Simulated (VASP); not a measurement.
A run of VASP 6.6.1:

INCAR

```
SYSTEM = Ge
PREC = Accurate
ENCUT = 520
EDIFF = 1E-7
ISMEAR = 0
SIGMA = 0.02
LREAL = .FALSE.
LASPH = .TRUE.
NELM = 60
ALGO = Normal
ISIF = 2
LWAVE = .FALSE.
LCHARG = .FALSE.
GGA = PE
NBANDS = 21
```

KPOINTS

```
regular mesh
0
G
  4 4 4
  0 0 0
```

File POSCAR:

```
Ge                                      
1.0
    0.0000000000      2.8723024724      2.8723024724
    2.8723024724     -0.0000000000      2.8723024724
    2.8723024724      2.8723024724     -0.0000000000
  Ge            
     2
Direct
     0.0000000000000000    0.0000000000000000    0.0000000000000000
     0.2500000000000000    0.2500000000000000    0.2500000000000000
```

Potentials or basis: VASP PAW PBE potentials, release 64 (Ge_d).

Command:

```bash
$ cat potpaw_PBE.64/Ge_d/POTCAR > POTCAR
$ mpirun -np 1 vasp_std > vasp.out
```

Hardware: 1 thread of AMD EPYC 7R13 Processor (Zen 3) (shared host).

Q: How long does it take, and how much memory?

A: It took 7.9 s on 1 thread of AMD EPYC 7R13 Processor (Zen 3), on a shared host, peak memory 0.13 GiB. Counts: scf iterations 13, k points 8.
